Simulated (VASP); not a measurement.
## VASP 6.6.1, PBE with spin–orbit coupling single-point calculation, BeSe (zincblende)

INCAR

```
ISIF = 2
GGA_COMPAT = .FALSE.
MAGMOM = 0.0 0.0 0.0 0.0 0.0 0.0
NELM = 120
ISMEAR = 0
LSORBIT = .TRUE.
GGA = PE
PREC = Accurate
ENCUT = 520
NBANDS = 19
LCHARG = .FALSE.
EDIFF = 1E-7
LREAL = .FALSE.
SIGMA = 0.01
LASPH = .TRUE.
NSW = 0
LWAVE = .FALSE.
IBRION = -1
```

KPOINTS

```
KPOINTS created by Atomic Simulation Environment
0
Gamma
8 8 8
0 0 0
```

KPOINTS_OPT

```
special points
6
Reciprocal
0.0000000000 0.0000000000 0.0000000000 1
0.5000000000 0.0000000000 0.5000000000 1
0.5000000000 0.2500000000 0.7500000000 1
0.3750000000 0.3750000000 0.7500000000 1
0.5000000000 0.5000000000 0.5000000000 1
0.6250000000 0.2500000000 0.6250000000 1
```

POSCAR

```
Be Se
 1.0000000000000000
    -0.0000000000000000    2.5810353740689878    2.5810353740689878
     2.5810353740689878    0.0000000000000000    2.5810353740689878
     2.5810353740689878    2.5810353740689878    0.0000000000000000
 Be  Se
   1   1
Cartesian
  0.0000000000000000  0.0000000000000000  0.0000000000000000
  1.2905176870344939  1.2905176870344939  1.2905176870344939
```

VASP ran with the recommended PBE PAW datasets (8 valence electrons in the cell).

Command

```
mpirun -np 1 vasp_ncl
```

OSZICAR

```
N       E                     dE             d eps       ncg     rms          rms(c)
DAV:   1     0.269028048171E+02    0.26903E+02   -0.31695E+03  1634   0.713E+02
DAV:   2    -0.676350990977E+01   -0.33666E+02   -0.30734E+02  2230   0.133E+02
DAV:   3    -0.897378576771E+01   -0.22103E+01   -0.21931E+01  2122   0.356E+01
DAV:   4    -0.898976652746E+01   -0.15981E-01   -0.15974E-01  1973   0.344E+00
DAV:   5    -0.898984506945E+01   -0.78542E-04   -0.78539E-04  2099   0.268E-01    0.336E+00
DAV:   6    -0.890523691847E+01    0.84608E-01   -0.35662E-02  1969   0.130E+00    0.210E+00
DAV:   7    -0.887332737273E+01    0.31910E-01   -0.65635E-02  2005   0.178E+00    0.571E-01
DAV:   8    -0.887414180257E+01   -0.81443E-03   -0.19052E-03  2009   0.294E-01    0.197E-01
DAV:   9    -0.887478511573E+01   -0.64331E-03   -0.60709E-04  1939   0.198E-01    0.411E-02
DAV:  10    -0.887481422506E+01   -0.29109E-04   -0.24174E-05  2098   0.420E-02    0.183E-02
DAV:  11    -0.887483851586E+01   -0.24291E-04   -0.28026E-05  1904   0.378E-02    0.321E-03
DAV:  12    -0.887483883245E+01   -0.31658E-06   -0.12359E-06  2023   0.891E-03    0.459E-03
DAV:  13    -0.887483882830E+01    0.41505E-08   -0.13147E-07  1952   0.281E-03
   1 F= -.88748388E+01 E0= -.88748388E+01  d E =-.101276E-28  mag=    -0.0000    -0.0000     0.0000
       N       E                     dE             ncg
DAV:   1     0.136928419756E+03   -0.13331E+04      228
DAV:   2    -0.459568723301E+02   -0.18289E+03      324
DAV:   3    -0.562453551429E+02   -0.10288E+02      301
DAV:   4    -0.563114189120E+02   -0.66064E-01      285
DAV:   5    -0.563117873422E+02   -0.36843E-03      287
DAV:   6    -0.563117909806E+02   -0.36384E-05      296
DAV:   7    -0.563117910246E+02   -0.44053E-07      260
```

From OUTCAR

```
k-points           NKPTS =     43   k-points in BZ     NKDIM =     43   number of bands    NBANDS=     19

   NELECT =       8.0000    total number of electrons

   dimension x,y,z NGX =    28 NGY =   28 NGZ =   28
   dimension x,y,z NGXF=    56 NGYF=   56 NGZF=   56

  energy-cutoff  :      520.00
  volume of cell :       34.39
      direct lattice vectors                 reciprocal lattice vectors
     0.000000000  2.581035374  2.581035374    -0.193720708  0.193720708  0.193720708
     2.581035374  0.000000000  2.581035374     0.193720708 -0.193720708  0.193720708
     2.581035374  2.581035374  0.000000000     0.193720708  0.193720708 -0.193720708

 k-points in reciprocal lattice and weights: KPOINTS created by Atomic Simulation Env
   0.00000000  0.00000000  0.00000000       0.002
   0.12500000  0.00000000  0.00000000       0.008
  -0.12500000  0.00000000  0.00000000       0.008
   0.25000000  0.00000000  0.00000000       0.008
  -0.25000000  0.00000000  0.00000000       0.008
   0.37500000  0.00000000  0.00000000       0.008
  -0.37500000  0.00000000  0.00000000       0.008
   0.50000000  0.00000000  0.00000000       0.008
   ...

 E-fermi :   3.4767

 k-point     1 :       0.0000    0.0000    0.0000
  band No.  band energies     occupation
      1     -10.4708      1.00000
      2     -10.4708      1.00000
      3       2.9701      1.00000
      4       2.9701      1.00000
      5       3.4018      1.00000
      6       3.4018      1.00000
      7       3.4018      1.00000
      8       3.4018      1.00000
      9       7.5489      0.00000
     10       7.5489      0.00000
     11       8.2576      0.00000
     12       8.2576      0.00000
     13       8.2778      0.00000
     14       8.2778      0.00000
     15       8.2778      0.00000
     16       8.2778      0.00000
     17      15.2306      0.00000
     18      15.2306      0.00000
     19      15.7444      0.00000

 k-point     2 :       0.1250    0.0000    0.0000
  band No.  band energies     occupation
      1     -10.3198      1.00000
      2     -10.3198      1.00000
      3       1.9283      1.00000
      4       1.9283      1.00000
      5       2.9416      1.00000
      6       2.9416      1.00000
      7       3.1879      1.00000
      8       3.1881      1.00000
      9       7.7917      0.00000
     10       7.7917      0.00000
     11       8.6003      0.00000
     12       8.6003      0.00000
     13       8.6261      0.00000
     14       8.6297      0.00000
     15       9.3566      0.00000
     16       9.3566      0.00000
     17      14.8200      0.00000
     18      14.8244      0.00000
     19      14.8274      0.00000

 k-point     3 :      -0.1250    0.0000    0.0000
  band No.  band energies     occupation
      1     -10.3198      1.00000
      2     -10.3198      1.00000
      3       1.9283      1.00000
      4       1.9283      1.00000
      5       2.9416      1.00000
      6       2.9416      1.00000
      7       3.1879      1.00000
      8       3.1881      1.00000
      9       7.7917      0.00000
     10       7.7917      0.00000
     11       8.6003      0.00000
     12       8.6003      0.00000
     13       8.6261      0.00000
     14       8.6297      0.00000
     15       9.3566      0.00000
     16       9.3566      0.00000
     17      14.8174      0.00000
     18      14.8244      0.00000
     19      14.8343      0.00000

 k-point     4 :       0.2500    0.0000    0.0000
  band No.  band energies     occupation
      1      -9.9094      1.00000
      2      -9.9094      1.00000
      3      -0.1163      1.00000
      4      -0.1163      1.00000
      5       2.5202      1.00000
      6       2.5202      1.00000
      7       2.7701      1.00000
      8       2.7704      1.00000
      9       7.7084      0.00000
     10       7.7084      0.00000
     11       9.1375      0.00000
     12       9.1375      0.00000
     13       9.1714      0.00000
     14       9.1771      0.00000
     15      11.5295      0.00000
     16      11.5295      0.00000
     17      14.5027      0.00000
     18      14.5044      0.00000
     19      14.5113      0.00000

 k-point     5 :      -0.2500    0.0000    0.0000
  band No.  band energies     occupation
      1      -9.9094      1.00000
      2      -9.9094      1.00000
      3      -0.1163      1.00000
      4      -0.1163      1.00000
      5       2.5202      1.00000
      6       2.5202      1.00000
      7       2.7701      1.00000
      8       2.7704      1.00000
      9       7.7084      0.00000
     10       7.7084      0.00000
     11       9.1375      0.00000
     12       9.1375      0.00000
     13       9.1714      0.00000
     14       9.1771      0.00000
     15      11.5295      0.00000
     16      11.5295      0.00000
     17      14.5027      0.00000
     18      14.5046      0.00000
     19      14.5198      0.00000

 k-point     6 :       0.3750    0.0000    0.0000
  band No.  band energies     occupation
      1      -9.4047      1.00000
      2      -9.4047      1.00000
      3      -1.7438      1.00000
      4      -1.7438      1.00000
      5       2.1957      1.00000
      6       2.1957      1.00000
      7       2.4383      1.00000
      8       2.4385      1.00000
      9       7.5992      0.00000
     10       7.5992      0.00000
     11       9.2579      0.00000
     12       9.2579      0.00000
     13       9.2855      0.00000
     14       9.2889      0.00000
     15      12.9855      0.00000
     16      12.9855      0.00000
     17      15.5780      0.00000
     18      15.5789      0.00000
     19      15.7456      0.00000

 k-point     7 :      -0.3750    0.0000    0.0000
  band No.  band energies     occupation
      1      -9.4047      1.00000
      2      -9.4047      1.00000
      3      -1.7438      1.00000
      4      -1.7438      1.00000
      5       2.1957      1.00000
      6       2.1957      1.00000
      7       2.4383      1.00000
      8       2.4385      1.00000
      9       7.5992      0.00000
     10       7.5992      0.00000
     11       9.2579      0.00000
     12       9.2579      0.00000
     13       9.2855      0.00000
     14       9.2889      0.00000
     15      12.9855      0.00000
     16      12.9855      0.00000
     17      15.5780      0.00000
     18      15.5784      0.00000
     19      15.7489      0.00000

 k-point     8 :       0.5000    0.0000    0.0000
  band No.  band energies     occupation
      1      -9.1524      1.00000
      2      -9.1524      1.00000
      3      -2.3850      1.00000
      4      -2.3850      1.00000
      5       2.0778      1.00000
      6       2.0778      1.00000
      7       2.3180      1.00000
      8       2.3180      1.00000
      9       7.5554      0.00000
     10       7.5554      0.00000
     11       9.2132      0.00000
     12       9.2132      0.00000
     13       9.2382      0.00000
     14       9.2382      0.00000
     15      13.2389      0.00000
     16      13.2389      0.00000
     17      16.7024      0.00000
     18      16.7024      0.00000
     19      17.4566      0.00000

 k-point     9 :       0.1250    0.1250    0.0000
  band No.  band energies     occupation
      1     -10.2694      1.00000
      2     -10.2694      1.00000
      3       2.0826      1.00000
      4       2.0826      1.00000
      5       2.5923      1.00000
      6       2.5923      1.00000
      7       2.7834      1.00000
      8       2.7834      1.00000
      9       7.7370      0.00000
     10       7.7370      0.00000
     11       8.8967      0.00000
     12       8.8967      0.00000
     13       9.1949      0.00000
     14       9.1949      0.00000
     15       9.2468      0.00000
     16       9.2468      0.00000
     17      13.3969      0.00000
     18      13.3969      0.00000
     19      15.9796      0.00000

 k-point    10 :       0.2500    0.1250    0.0000
  band No.  band energies     occupation
      1      -9.9442      1.00000
      2      -9.9442      1.00000
      3       0.4836      1.00000
      4       0.4973      1.00000
      5       2.1262      1.00000
      6       2.1410      1.00000
      7       2.4103      1.00000
      8       2.4200      1.00000
      9       7.8171      0.00000
     10       7.8189      0.00000
     11       9.0745      0.00000
     12       9.1109      0.00000
     13       9.9939      0.00000
     14       9.9982      0.00000
     15      10.4644      0.00000
     16      10.4744      0.00000
     17      13.3055      0.00000
     18      13.3208      0.00000
     19      15.9022      0.00000

 ...

  Total        0.1941672      0.1941672      0.1941672      0.0000000      0.0000000     -0.0000000
  in kB        9.0463751      9.0463751      9.0463751      0.0000000      0.0000000     -0.0000000
  external PRESSURE =       9.0463751 kB  Pullay stress =       0.0000000 kB

 POSITION                                       TOTAL-FORCE (eV/Angst)
 -----------------------------------------------------------------------------------
      0.00000      0.00000      0.00000        -0.000000     -0.000000     -0.000000
      1.29052      1.29052      1.29052         0.000000      0.000000      0.000000
 -----------------------------------------------------------------------------------
    total drift:                                0.000000      0.000000      0.000000

  FREE ENERGIE OF THE ION-ELECTRON SYSTEM (eV)
  ---------------------------------------------------
  free  energy   TOTEN  =        -8.8748388283 eV

  energy  without entropy=       -8.8748388283  energy(sigma->0) =       -8.87483883
```

The gap between bands v and c is 2.50 eV and the least direct gap is 4.15 eV.

Band v is the last that the valence electrons fill when counted band by band, and c is the next.

The run took about 88 s on one core of a shared host (Intel Xeon Platinum 8488C) and held 0.27 GiB at most.
